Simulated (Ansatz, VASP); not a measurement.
## SiO2: VASP beside Ansatz

Wanted: the spread between two codes on one cell, functional and k mesh. The structure shown is the end of the Ansatz relaxation below.

Main program and level: Ansatz 0.2.0; plane waves, with VASP 6.6.1 beside it; single point at PBEsol.

### Step 1. Starting point

Symmetry: P3_221, No. 154, trigonal system. Conventional cell: a = 4.901 Å, b = 4.901 Å, c = 5.452 Å, α = 90.00°, β = 90.00°, γ = 120.00°. Nearest to Si lie 4 O at 1.62 Å. O has 2 Si at 1.62 Å nearest. Farther neighbours and most contacts between anions are not listed.

### Step 2. Ansatz: relaxation, PBEsol

Ansatz runs on its PAW soft_1 files.

This run makes the geometry at which the two programs are then compared.

Input file input.yaml:

```yaml
crystal:
  lattice:
    - [4.90076433, 0.0, 0.0]
    - [-2.450382165, 4.2441864077, 0.0]
    - [0.0, 0.0, 5.47527572]
  atoms:
    - { symbol: Si, position: [0.4704934, 0.0, 0.6666667] }
    - { symbol: Si, position: [0.0, 0.4704934, 0.3333333] }
    - { symbol: Si, position: [0.5295066, 0.5295066, 0.0] }
    - { symbol: O, position: [0.4125915, 0.266715, 0.7857042] }
    - { symbol: O, position: [0.733285, 0.1458764, 0.4523708] }
    - { symbol: O, position: [0.8541236, 0.5874085, 0.1190375] }
    - { symbol: O, position: [0.266715, 0.4125915, 0.2142958] }
    - { symbol: O, position: [0.1458764, 0.733285, 0.5476292] }
    - { symbol: O, position: [0.5874085, 0.8541236, 0.8809625] }
kpoints:
  mp_grid: { grid: [7, 7, 5] }
scf:
  occupations: { method: fermi_dirac, width: 0.02 }
hamiltonian:
  xc: pbesol
  pseudopotentials: { kind: paw, azcp: { folder: soft_1 }, xc_functional: pbe }
basis:
  ecutwfc: 600
output:
  forces: true
  stress: true
  write_density: true
  write_potential: true
  elf: true
  volumetric_format: npy
relax:
  f_tol: 0.005
  max_steps: 70
  cell: { stress_tol: 0.02, p_target: 0, fix: [a, b, alpha, beta, gamma] }
```

Launch:

```
$ ansatz run input.yaml --threads 4 --pin off --max-ram 10240MiB --backend cpu --events-out ev --progress --plain --runs-dir out
```

Numbers of over 12 decimals in the logs are rounded to 6 here.

What it wrote:

```text
Engine: ansatz 0.2.0, aarch64-unknown-linux-gnu
Pseudopotentials: kind: paw
Pseudopotential: Si, paw, valence charge 4, recommended cutoff 420 eV (normal), soft_1/Si.paw.azcp
Pseudopotential: O, paw, valence charge 6, recommended cutoff 420 eV (normal), soft_1/O.paw.azcp
Functional definition: PBEsol
  exchange = pbesol_x
  correlation = pbesol_c
Crystal: 9 atoms, lattice volume = 113.884 Å³
Basis set: ecut = 600 eV, 3753 PW (Γ), exchange–correlation on 80×80×90 points (8 copies of the dense FFT grid, shifted against one another)
Bands: 33, of which v1, the nominal top of the filled ones, is band 24 counted from 1 (23 counted from 0)
Symmetry: 6 space group operations
Space group: P3221 (ITA 154), of the structure as read, at distance tolerance 4.8e-5 Å
k-points: 32 of 245 (time reversal used)
Non-local potential: Si, projectors of the file, l = 0: 2, l = 1: 2, l = 2: 1
Non-local potential: O, projectors of the file, l = 0: 2, l = 1: 2, l = 2: 1
PAW form: soft (Blöchl's): semilocal exchange-correlation on the pseudo side does not see the compensation charge
PAW frozen core: Si, regenerated for the run's functional, and the local potential with it (the file was generated under x = pbe(κ = 0.804, μ = 0.219515), c = pbe(β = 0.066725))
PAW frozen core: O, regenerated for the run's functional, and the local potential with it (the file was generated under x = pbe(κ = 0.804, μ = 0.219515), c = pbe(β = 0.066725))
PAW one-centre angular grid: Si, 110 points (default); XC on 64 Gauss nodes
PAW one-centre angular grid: O, 110 points (default); XC on 64 Gauss nodes
Initial density: superposition of atomic densities (chi_scale 0.1, normalization cell, long waves kept (reshape's long-wave potential 0.01 eV rms))
Initial wavefunctions: pseudopotential atomic-orbital guess
Functional: x = pbesol(κ = 0.804, μ = 0.123457), c = pbesol(β = 0.046)
SCF iter   1: F=—  HF=-5244.329390 eV  |F-HF|=—  |Δ(HF+E_count)|=         —  Δρ=1.24e-1  dr2=1.58e1  ethr=3.10e-3  ⟨swp⟩=7.1  Hψ=5567  notcnv=0  defer=2
preconditioner: auto → Resta (q_TF=auto, 2.362 Å⁻¹)  ε∞=2.8  [insulator: Δε(μ)=7.127 eV  Ē_g=17.977 eV  σ=0.020 eV  W_gap=1.00  n_scr=22 (ndim 8)  ℏωp=24.1 eV  f_vac=0.003  D(μ)=0.00/eV (n_scr^D=0)  ε∞_Penn≈2.8]
SCF iter   2: F=—  HF=-5239.981409 eV  |F-HF|=—  |Δ(HF+E_count)|=    4.35e0  Δρ=4.29e-2  dr2=8.84e-1  ethr=3.10e-3  ⟨swp⟩=3.5  Hψ=2556  notcnv=0  defer=76
SCF iter   3: F=—  HF=-5239.882895 eV  |F-HF|=—  |Δ(HF+E_count)|=   9.85e-2  Δρ=2.07e-2  dr2=2.70e-1  ethr=1.84e-3  ⟨swp⟩=2.0  Hψ=1192  notcnv=0  defer=76
SCF iter   4: F=—  HF=-5239.878979 eV  |F-HF|=—  |Δ(HF+E_count)|=   3.92e-3  Δρ=1.61e-3  dr2=2.71e-3  ethr=5.61e-4  ⟨swp⟩=3.0  Hψ=1955  notcnv=0  defer=76
SCF iter   5: F=—  HF=-5239.883672 eV  |F-HF|=—  |Δ(HF+E_count)|=   4.69e-3  Δρ=3.99e-4  dr2=2.10e-4  ethr=5.64e-6  ⟨swp⟩=3.0  Hψ=1962  notcnv=0  defer=76
SCF iter   6: F=—  HF=-5239.883938 eV  |F-HF|=—  |Δ(HF+E_count)|=   2.67e-4  Δρ=9.17e-5  dr2=1.35e-5  ethr=4.37e-7  ⟨swp⟩=2.0  Hψ=1762  notcnv=0  defer=76
SCF iter   7: F=—  HF=-5239.883948 eV  |F-HF|=—  |Δ(HF+E_count)|=   9.41e-6  Δρ=1.50e-5  dr2=2.47e-7  ethr=2.81e-8  ⟨swp⟩=2.0  Hψ=1811  notcnv=0  defer=76
SCF iter   8: F=-5239.883948 eV  HF=-5239.883948 eV  |F-HF|=1.07e-8  |Δ(HF+E_count)|=   6.60e-7  Δρ=3.51e-6  dr2=1.43e-8  ethr=2.08e-10  ⟨swp⟩=10.0  Hψ=7479  notcnv=0
SCF 1 converged in 8 iterations: F = -5239.883948 eV  dr2 = 1.43e-8
  greatest PAW one-centre occupation: 0.860 electrons in one spin orbital (limit 2), on the O atom at site 4 (counted from 0), in its partial waves of l = 0
relax step   1: F+E_penalty+E_count = -5239.88394841 eV  Δ(F+E_penalty+E_count) = +0.000e0 eV  max|allowed force component| = 2.933e-1 eV/Å  Δτ_max = 0.0000 Å  P = +2.699 GPa  Ω = 113.884 Å³  fix = [a, b, alpha, beta, gamma]  reactions: a +3.422, b +3.422 GPa  (8 SCF iters, dr2 threshold 1.00e-7 eV, accepted)
[...]
relax step   5: F+E_penalty+E_count = -5239.89999260 eV  Δ(F+E_penalty+E_count) = -1.101e-3 eV  max|allowed force component| = 5.413e-3 eV/Å  Δτ_max = 0.0145 Å  P = +0.528 GPa  Ω = 113.420 Å³  energy of the carried Pulay correction = +6.631e-5 eV  fix = [a, b, alpha, beta, gamma]  reactions: a +0.809, b +0.809 GPa  (6 SCF iters, dr2 threshold 1.11e-7 eV, accepted)
[...]
relax step   6: F+E_penalty+E_count = -5239.89999884 eV  Δ(F+E_penalty+E_count) = -6.238e-6 eV  max|allowed force component| = 7.162e-4 eV/Å  Δτ_max = 0.0004 Å  P = +0.550 GPa  Ω = 113.407 Å³  energy of the carried Pulay correction = +6.811e-5 eV  fix = [a, b, alpha, beta, gamma]  reactions: a +0.822, b +0.822 GPa  (5 SCF iters, dr2 threshold 3.03e-9 eV, accepted)
[...]
relax step   7: F+E_penalty+E_count = -5239.89993707 eV  Δ(F+E_penalty+E_count) = +6.177e-5 eV  max|allowed force component| = 7.286e-4 eV/Å  Δτ_max = 0.0000 Å  P = +0.549 GPa  Ω = 113.407 Å³  fix = [a, b, alpha, beta, gamma]  reactions: a +0.821, b +0.821 GPa  stress off target by 5.05e-3 GPa on what of the cell is left free  SCF on the basis re-selected at this cell (its energy is not comparable with the rows above)  (4 SCF iters)
basis re-selected at this cell: Δ(F+E_penalty+E_count) = +6.177e-5 eV, ΔP = -0.001 GPa vs the last step (what re-selecting the basis moved, of the pressure what is left beyond the Pulay correction that the steps carried, after the strain that the cell walked since its last selection, with what the two solves' SCF thresholds leave and, on support functions, any second-order correction that the steps lacked; it is no m [...]
SCF converged after 4 iterations
Free energy (F): -5239.899937 eV
Harris-Foulkes:  -5239.899937 eV  (|F-HF|=1.36e-11)
Internal energy: -5239.899937 eV  (E = F + TS)
E sigma→0 (E₀):  -5239.899937 eV
Fermi energy:    5.309681 eV
--- Per-component energies (eV) ---
  E_band       = -208.740096
  E_kinetic    = 1161.434971
  E_local      = -2893.223843  (includes V_loc(G=0)·N_el)
  E_nonlocal   = 383.120747
  E_hartree    = 1052.557627
  E_xc         = -595.021387
  E_vxc        = -691.734952  (∫ρ·V_xc dr)
  E_paw        = -2442.059326  (= ΣΔE_a)
  E_vpaw       = -273.453392  (= ΣTr[D̂ρ^β])
  E_aug_tail   = 0.001224  (compensation charges beyond the density's cutoff)
  E_ewald      = -1907.016361
  E_core_change = 0.306410  (= ΣΔE_core)
  E_smearing   = -0.000000  (= −TS)
  E_closure    = 0.000000  (closes the sum)
  Σ components = -5239.899937   (vs F -5239.899937, Δ=0.00e0)
--- Forces (eV/Å), atoms counted from 1 ---
  atom   1  Si    -0.00072859    -0.00000000    -0.00000000
  atom   2  Si     0.00036430    -0.00063098     0.00000000
  atom   3  Si     0.00036430     0.00063098    -0.00000000
  atom   4  O     -0.00056265    -0.00024246    -0.00012512
  atom   5  O      0.00049130    -0.00036604    -0.00012512
  atom   6  O      0.00007134     0.00060850    -0.00012512
  atom   7  O      0.00007134    -0.00060850     0.00012512
  atom   8  O     -0.00056265     0.00024246     0.00012512
  atom   9  O      0.00049130     0.00036604     0.00012512
  max |Σ_I F_I| component: 5.14e-17 eV/Å
--- Stress (GPa, compression-positive) ---
        0.821327       0.000000      -0.000000
        0.000000       0.821327       0.000000
       -0.000000       0.000000       0.005053
  P = ⅓ Tr σ = 0.5492 GPa (5.492 kbar)
--- Band table (eV; the first three rows and the last of 32) ---
  k-point 0: bands = [... 20 lower, 1.3775, 1.6608, 2.1146, 2.1146, 8.1706, 11.4854, 11.4854, 12.0381, ... 5 higher]
  k-point 1: bands = [... 20 lower, 1.3587, 1.7631, 2.1581, 2.2765, 8.5690, 11.3082, 11.5294, 11.6142, ... 5 higher]
  k-point 2: bands = [... 20 lower, 1.2204, 2.0150, 2.2526, 2.3017, 9.5526, 10.7065, 11.2981, 11.5576, ... 5 higher]
  k-point 31: bands = [... 20 lower, 1.5231, 1.6753, 1.8480, 2.0276, 11.0180, 11.6930, 11.8776, 12.2160, ... 5 higher]
--- Relaxed structure (6 steps of the walk, 6 accepted, 1 SCFs on fresh bases) ---
  F+E_penalty+E_count = -5239.89993707 eV   max|allowed force component| = 7.286e-4 eV/Å   (the final SCF, on the basis selected at the relaxed cell)
  cell:  # Å, volume = 113.4073 Å³
    - [4.900764, 0, 0]
    - [-2.450382, 4.244186, 0]
    - [0, 0, 5.452337]
  atoms:
    - { symbol: Si, position: [0.467524, 0, 0.666667] }
    - { symbol: Si, position: [5.551115123125783e-17, 0.467524, 0.333333] }
    - { symbol: Si, position: [0.532476, 0.532476, 0] }
    - { symbol: O, position: [0.410958, 0.272249, 0.781923] }
    - { symbol: O, position: [0.727751, 0.138710, 0.448590] }
    - { symbol: O, position: [0.861290, 0.589042, 0.115256] }
    - { symbol: O, position: [0.272249, 0.410958, 0.218077] }
    - { symbol: O, position: [0.138710, 0.727751, 0.551410] }
    - { symbol: O, position: [0.589042, 0.861290, 0.884744] }
```

The column dr2 measures how far the density is from self-consistency, as an energy; F and HF (Harris–Foulkes) agree once it is small.

### Step 3. VASP: single point, PBEsol, pair 1

The same cell, functional, mesh and smearing now go to VASP, with its own data sets.

Lines of VASP's logs that name or quote its potential files are left out, and so is its time.

Input file INCAR:

```
SYSTEM = SiO2
PREC = Accurate
ENCUT = 600
EDIFF = 1E-06
NELM = 120
ISMEAR = -1
SIGMA = 0.02
LREAL = .FALSE.
ALGO = Normal
GGA = PS
NBANDS = 33
LORBIT = 11
LWAVE = .FALSE.
LCHARG = .FALSE.
ISIF = 2
LASPH = .TRUE.
GGA_COMPAT = .FALSE.
EFERMI = MIDGAP
KPAR = 2
```

Input file POSCAR:

```
SiO2
1.0
    4.9007643300      0.0000000000      0.0000000000
   -2.4503821650      4.2441864077      0.0000000000
    0.0000000000      0.0000000000      5.4523365667
Si O
3 6
Direct
    0.4675235181      0.0000000000      0.6666666667
    0.0000000000      0.4675235181      0.3333333333
    0.5324764819      0.5324764819      0.0000000000
    0.4109583935      0.2722485336      0.7819231039
    0.7277514664      0.1387098599      0.4485897705
    0.8612901401      0.5890416065      0.1152564372
    0.2722485336      0.4109583935      0.2180768961
    0.1387098599      0.7277514664      0.5514102295
    0.5890416065      0.8612901401      0.8847435628
```

Input file KPOINTS:

```
Automatic mesh
0
Gamma
7 7 5
0 0 0
```

The projector-augmented-wave data sets are Si and O (PBE family, release 64).

Launch:

```
$ mpirun -np 2 vasp_std
```

What it wrote:

```text
[banner, memory and clock lines left out]
running    2 mpi-ranks, on    1 nodes
 distrk:  each k-point on    1 cores,    2 groups
 distr:  one band on    1 cores,    1 groups

 POSCAR found type information on POSCAR SiO
 POSCAR found :  2 types and       9 ions
|                                                                             |
|               ----> ADVICE to this user running VASP <----                  |
|                                                                             |
|     You enforced a specific xc type in the INCAR file but a different       |
|     [... a line on the potential file left out ...]
|     I HOPE YOU KNOW WHAT YOU ARE DOING!                                     |
|                                                                             |

 LDA part: xc-table for (Slater+PW92), standard interpolation
 POSCAR, INCAR and KPOINTS ok, starting setup
 FFT: planning ... GRIDC
 FFT: planning ... GRID_SOFT
 FFT: planning ... GRID
 WAVECAR not read
 entering main loop
       N       E                     dE             d eps       ncg     rms          rms(c)
DAV:   1     0.297636065835E+03    0.29764E+03   -0.27100E+04  2112   0.150E+03
DAV:   2    -0.621698403367E+02   -0.35981E+03   -0.34759E+03  2740   0.321E+02
DAV:   3    -0.823566899941E+02   -0.20187E+02   -0.20096E+02  2655   0.800E+01
DAV:   4    -0.825851928151E+02   -0.22850E+00   -0.22825E+00  2671   0.953E+00
DAV:   5    -0.825886587057E+02   -0.34659E-02   -0.34646E-02  2648   0.116E+00    0.245E+01
DAV:   6    -0.741018506732E+02    0.84868E+01   -0.31994E+01  2517   0.302E+01    0.120E+01
DAV:   7    -0.740427390211E+02    0.59112E-01   -0.90059E-01  2592   0.471E+00    0.442E+00
DAV:   8    -0.740131593866E+02    0.29580E-01   -0.44057E-02  2624   0.164E+00    0.154E+00
DAV:   9    -0.740175854253E+02   -0.44260E-02   -0.17317E-02  2496   0.980E-01    0.334E-01
DAV:  10    -0.740191843754E+02   -0.15990E-02   -0.32953E-03  2632   0.302E-01    0.950E-02
DAV:  11    -0.740191361419E+02    0.48233E-04   -0.10295E-03  2615   0.185E-01    0.222E-02
DAV:  12    -0.740191384497E+02   -0.23078E-05   -0.35750E-05  2672   0.357E-02    0.153E-02
DAV:  13    -0.740191415826E+02   -0.31329E-05   -0.14882E-05  2614   0.203E-02    0.378E-03
DAV:  14    -0.740191420693E+02   -0.48667E-06   -0.55309E-07  1888   0.437E-03
   1 F= -.74019142E+02 E0= -.74019142E+02  d E =0.000000E+00
```

Parts of OUTCAR (step 3):

```text
ion  position               nearest neighbor table
   1  0.468  0.000  0.667-   4 1.62   8 1.62   9 1.62   5 1.62   3 3.06   3 3.06   2 3.06   2 3.06

  LATTYP: Found a hexagonal cell.
 ALAT       =     4.9007643300
 C/A-ratio  =     1.1125482067

 Subroutine GETGRP returns: Found  6 space group operations
 (whereof  2 operations were pure point group operations)

The static configuration has the point symmetry C_2 .
 The point group associated with its full space group is D_3 .

 Found     32 irreducible k-points:

   k-points           NKPTS =     32   k-points in BZ     NKDIM =     32   number of bands    NBANDS=     33

   dimension x,y,z NGX =    40 NGY =   40 NGZ =   48
   dimension x,y,z NGXF=    80 NGYF=   80 NGZF=   96

   ENCUT  =  600.0 eV  44.10 Ry    6.64 a.u.   9.79  9.79 10.89*2*pi/ulx,y,z

   NELECT =      48.0000    total number of electrons

 k-points in reciprocal lattice and weights: Automatic mesh
   0.00000000  0.00000000  0.00000000       0.004
   0.14285714 -0.00000000  0.00000000       0.024
   0.28571429 -0.00000000  0.00000000       0.024
   0.42857143 -0.00000000  0.00000000       0.024
   0.14285714  0.14285714  0.00000000       0.024
   0.28571429  0.14285714  0.00000000       0.049
   0.42857143  0.14285714  0.00000000       0.024
   0.28571429  0.28571429  0.00000000       0.024
   0.00000000  0.00000000  0.20000000       0.008
[...]
0.42857143  0.14285714  0.40000000       0.049
   0.28571429  0.28571429  0.40000000       0.049

 average (electrostatic) potential at core
       1 -86.2332       2 -86.2332       3 -86.2332       4 -72.3365       5 -72.3365
       6 -72.3365       7 -72.3365       8 -72.3365       9 -72.3365

 E-fermi :   3.8712

 k-point     1 :       0.0000    0.0000    0.0000
  band No.  band energies     occupation
    ...
     20      -0.0301      2.00000
     21      -0.0301      2.00000
     22       0.2537      2.00000
     23       0.7010      2.00000
     24       0.7010      2.00000
     25       6.7585      0.00000
     26      10.0562      0.00000
     27      10.0562      0.00000
     28      10.6154      0.00000
     29      10.6154      0.00000
    ...

 k-point     2 :       0.1429   -0.0000    0.0000
  band No.  band energies     occupation
    ...
     20      -0.0719      2.00000
     21      -0.0195      2.00000
     22       0.1963      2.00000
     23       0.7361      2.00000
     24       0.7627      2.00000
     25       7.0828      0.00000
     26      10.0543      0.00000
     27      10.1060      0.00000
     28      10.5876      0.00000
     29      10.7051      0.00000
    ...

 k-point     3 :       0.2857   -0.0000    0.0000
  band No.  band energies     occupation
    ...
     20      -0.1055      2.00000
     21      -0.0011      2.00000
     22       0.1640      2.00000
     23       0.7578      2.00000
     24       0.8716      2.00000
     25       7.8868      0.00000
     26      10.1038      0.00000
     27      10.1523      0.00000
     28      10.6598      0.00000
     29      10.9643      0.00000
    ...

  Total        0.7748461      0.7748461      0.2271931     -0.0000000      0.0000000      0.0000000
  in kB       10.9467482     10.9467482      3.2097019     -0.0000000      0.0000000      0.0000000
  external PRESSURE =       8.3677328 kB  Pullay stress =       0.0000000 kB

  energy-cutoff  :      600.00
  volume of cell :      113.41
      direct lattice vectors                 reciprocal lattice vectors
     4.900764330  0.000000000  0.000000000     0.204049804  0.117808209  0.000000000
    -2.450382165  4.244186408  0.000000000     0.000000000  0.235616418  0.000000000
     0.000000000  0.000000000  5.452336567     0.000000000  0.000000000  0.183407607

 POSITION                                       TOTAL-FORCE (eV/Angst)
 -----------------------------------------------------------------------------------
      2.29122      0.00000      3.63489        -0.017871      0.000000      0.000000
     -1.14561      1.98426      1.81745         0.008935     -0.015477      0.000000
      1.30477      2.25993      0.00000         0.008935      0.015477      0.000000
      1.34690      1.15547      4.26331        -0.011819      0.007155     -0.006292
      3.22665      0.58871      2.44586        -0.000287     -0.013813     -0.006292
      2.77760      2.50000      0.62842         0.012106      0.006658     -0.006292
      0.32722      1.74418      1.18903         0.012106     -0.006658      0.006292
     -1.10348      3.08871      3.00647        -0.011819     -0.007155      0.006292
      0.77626      3.65548      4.82392        -0.000287      0.013813      0.006292
 -----------------------------------------------------------------------------------
    total drift:                               -0.000001     -0.000001     -0.000000

  FREE ENERGIE OF THE ION-ELECTRON SYSTEM (eV)
  ---------------------------------------------------
  free  energy   TOTEN  =       -74.0191420693 eV

  energy  without entropy=      -74.0191420693  energy(sigma->0) =      -74.01914207

 total charge
# of ion       s       p       d       tot
------------------------------------------
    1        0.648   1.000   0.000   1.648
    2        0.648   1.000   0.000   1.648
    3        0.648   1.000   0.000   1.648
    4        1.542   3.679   0.000   5.221
    5        1.542   3.679   0.000   5.221
    6        1.542   3.679   0.000   5.221
    7        1.542   3.679   0.000   5.221
    8        1.542   3.679   0.000   5.221
    9        1.542   3.679   0.000   5.221
--------------------------------------------------
tot         11.198  25.075   0.000  36.273

[... 3 further parts left out ...]
```

The run ends at a pressure of 0.84 GPa, with forces up to 0.018 eV/Å.

### Step 4. Differences

Known differences besides the potentials themselves: Ansatz makes its cores anew for this functional, VASP keeps those of its PBE data sets; Ansatz's pressure holds a Pulay correction, VASP's none. Total energies have different zeros and are not compared.

The two programs side by side:

| quantity | Ansatz | VASP | difference |
| --- | --- | --- | --- |
| pressure (GPa) | 0.55 | 0.84 | -0.29 |
| gap on the k mesh (eV) | 5.776 | 5.774 | +0.002 |

At this near-relaxed geometry the largest component of a force difference is 17 meV/Å. A gap on the mesh is an upper bound, since the band edges may lie between its points.

(Part 1 of 2 ends here.)

[Lines on the potential files, build, host, timing and source positions are cut from VASP's logs without a mark.]

[Logs are printed without paths, hosts, clocks, repeated set-up lines and the standing remarks that a program may print on its own settings, such as how far it seeks lower states.]

[Hosts, paths, dates, database ids (printed as entryN), source tags and the programs' standing remarks are cut or masked in the printed files.]
